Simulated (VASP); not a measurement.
Here is a VASP 6.6.1 calculation.

Contents of INCAR:

```
  PREC = Accurate
  ENCUT = 520
  EDIFF = 1E-7
  ISMEAR = 0
  SIGMA = 0.1
  LREAL = False
  LASPH = True
  NELM = 100
  ALGO = Normal
  ISIF = 2
  LWAVE = False
  LCHARG = False
  GGA = PS
  NBANDS = 26
```

File KPOINTS:

```
Automatic mesh
0
Gamma
  6 6 4
```

Contents of POSCAR:

```
ZnO
1.0
    3.2500000000      0.0000000000      0.0000000000
   -1.6250000000      2.8145825623      0.0000000000
    0.0000000000      0.0000000000      5.2050000000
Zn O
2 2
Direct
    0.3333333333      0.6666666667      0.0000000000
    0.6666666667      0.3333333333      0.5000000000
    0.3333333333      0.6666666667      0.5000000000
    0.6666666667      0.3333333333      1.0000000000
```

Potentials or basis: VASP PAW PBE potentials, release 64 (Zn, O).

Command:

```sh
$ cat potpaw_PBE.64/Zn/POTCAR potpaw_PBE.64/O/POTCAR > POTCAR
$ mpirun -np 1 vasp_std > vasp.out
```

What does it give for the pressure?

5.9 GPa.

Estimate the band gap on the k mesh.

0.81 eV, direct.

Stress tensor (GPa, compression positive):
```
11.12  0.00  0.00
 0.00 11.12  0.00
 0.00  0.00 -4.60
```

Caveat: the PAW data sets were made with another functional, which shifts forces and pressure a little. PBEsol gaps usually lie below the measured ones, often by a third to a half.
